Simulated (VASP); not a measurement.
CdSe: electric field gradients with r2SCAN

**Measured values to compare with.**

From a printed reference work, data compilation, for a bulk crystal of CdSe at 2 K: band gap 1.841 eV.

Crystal: CdSe.

```xyz
4
Lattice="4.3461 0.0000 0.0000 -2.1730 3.7638 0.0000 0.0000 0.0000 7.0898" Properties=species:S:1:pos:R:3 pbc="T T T"
Cd    2.1730    1.2546    3.5446
Cd    0.0000    2.5092    7.0895
Se    2.1730    1.2546    6.2100
Se    0.0000    2.5092    2.6651
```

The cell is a database's computed one.

| Item | Value |
| --- | --- |
| Program | VASP 6.6.1 |
| Task | electric field gradients |
| Functional | r2SCAN |
| Potentials or basis | VASP PAW PBE potentials, release 64 (Cd, Se) |
| Cutoff | 520 eV |
| k mesh | 8 × 8 × 5 |
| Occupations | fermi-dirac, width 0.01 eV |
| Spin | no spin polarisation |
| Dipole correction | no |
| Further INCAR settings | ALGO = Normal; EDIFF = 1e-08; NBANDS = 26 |

```yaml
Pressure: 0.0 GPa
Largest_force: 0.003 eV/Å
Band_gap_on_the_k_mesh: 1.08 eV, direct
```

Forces on the atoms (eV/Å):
```
Cd   0.000  0.000  0.003
Cd   0.000  0.000  0.003
Se   0.000  0.000 -0.003
Se   0.000  0.000 -0.003
```

Levels at points of the mesh, in eV from the valence-band top:
```
           k point  band 14  band 15  band 16  band 17  band 18  band 19  band 20  band 21  band 22  band 23
(0.00, 0.00, 0.00)    -0.73    -0.73    -0.04     0.00     0.00     1.08     2.63     6.38     6.38     6.68
(0.50, 0.00, 0.00)    -3.51    -2.56    -1.79    -1.27    -0.73     3.62     3.71     5.09     6.53     6.93
```

Electric field gradients, principal values (V/Å²):
| atom | Vxx | Vyy | Vzz |
| --- | --- | --- | --- |
| 1 Cd | -1.427 | -1.429 | 2.855 |
| 2 Cd | -1.427 | -1.429 | 2.855 |
| 3 Se | -0.722 | -0.722 | 1.444 |
| 4 Se | -0.722 | -0.722 | 1.444 |

It took 4 min on 1 thread of AMD EPYC 9R45 (Zen 5) (shared host), peak memory 0.25 GiB.

Against the measured gap of CdSe, 1.841 eV (2 K; a printed reference work, data compilation), the calculated 1.08 eV is off by -0.76 eV. Spin-orbit coupling on Cd, Se is left out. The value is that of r2SCAN, without temperature or zero-point motion. The cell is a database's relaxed one, not the measured one, which moves gaps too.

Caveat: the PAW data sets were made with another functional, which shifts forces and pressure a little.
